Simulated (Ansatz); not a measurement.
# BP (F-43m) in Ansatz: equation of state

Aim: energy against volume of BP in PBE, for its equilibrium volume and stiffness.

Program: Ansatz 0.2.0. These are calculated values, not measurements. Logs are shortened: lines on timing, memory, paths and dates and some standing lists are left out, and cuts for length are marked.

**The experiment to reproduce.**

From “Equation of state of single-crystal cubic boron phosphide”, 2014, arxiv:1407.1677, for a bulk crystal of BP at 300 K: bulk modulus 179 ± 1 GPa.

The results are compared with them further down.

## 1. Starting point

Symmetry: F-43m, No. 216, cubic system. The conventional cell has a = 4.538 Å, b = 4.538 Å, c = 4.538 Å, α = 90.00°, β = 90.00°, γ = 90.00°. P (site symmetry -43m) has 4 B at 1.97 Å as nearest neighbours. B (site symmetry -43m) has 4 P at 1.97 Å as nearest neighbours.

## 2. Equation of state, PBE

Potentials or basis: all-electron LAPW, scalar-relativistic.

This step only gathers the single runs of the series.

What came out:

| Quantity | Value |
| --- | --- |
| Equilibrium volume | 11.76 Å³/atom |
| Bulk modulus | 162 GPa |
| Pressure derivative of the bulk modulus | 3.8 |

Energy against volume, from the lowest point:
```
volume (Å³/atom)  energy (meV/atom)
          10.981              28.77
          11.214              13.49
          11.448               4.08
          11.682               0.00
          11.915               0.77
          12.149               5.94
          12.383              15.12
```

PBE usually gives volumes a little too large and moduli too small.

## 3. Comparison with measurements

Step 2. A measured bulk modulus of BP is 179 GPa (300 K; “Equation of state of single-crystal cubic boron phosphide”, 2014, arxiv:1407.1677); the calculated 162 GPa misses it by -9.6 %. 3 values of this kind are on record (173 to 179 GPa); this one was drawn at random among those near their median, those with a stated uncertainty first. The fit is for a static lattice scaled at fixed shape and fixed fractional positions.
